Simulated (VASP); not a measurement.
The system is Cu2O (Cuprite).

```xyz
6
Lattice="4.2600 0.0000 0.0000 0.0000 4.2600 0.0000 0.0000 0.0000 4.2600" Properties=species:S:1:pos:R:3 pbc="T T T"
Cu    1.0650    1.0650    1.0650
Cu    1.0650    3.1950    3.1950
Cu    3.1950    3.1950    1.0650
Cu    3.1950    1.0650    3.1950
O     0.0000    0.0000    0.0000
O     2.1300    2.1300    2.1300
```

```yaml
Program: VASP 6.6.1
Task: relaxation of cell and atoms
Functional: PBEsol
Potentials_or_basis: VASP PAW PBE potentials, release 64 (Cu, O)
Cutoff: 600 eV
k_mesh: 6 × 6 × 6
Occupations: gaussian, width 0.03 eV
Spin: no spin polarisation
```

At the start: pressure -2.5 GPa; volume 12.88 Å³/atom.

Q: How do energy, volume and symmetry change on relaxing?

A: Over 3 steps the energy falls by 2.1 meV/atom and the volume is 12.62 Å³/atom (-2.0 %); space group Pn-3m (No. 224, to 0.05 Å).

The path:
| step | energy change (eV) | largest force (eV/Å) | pressure (GPa) | volume (Å³) |
| --- | --- | --- | --- | --- |
| 1 | 0.0000 | 0.0000 | -2.52 | 77.31 |
| 2 | -0.0099 | 0.0000 | 1.14 | 75.07 |
| 3 | -0.0125 | 0.0000 | 0.04 | 75.75 |

Final structure:
```
CELL_PARAMETERS angstrom
4.23113 0.00000 0.00000
0.00000 4.23113 0.00000
0.00000 0.00000 4.23113
ATOMIC_POSITIONS crystal
Cu 0.25000 0.25000 0.25000
Cu 0.25000 0.75000 0.75000
Cu 0.75000 0.75000 0.25000
Cu 0.75000 0.25000 0.75000
O 0.00000 0.00000 0.00000
O 0.50000 0.50000 0.50000
```

Caveat: the PAW data sets were made with another functional, which shifts forces and pressure a little.
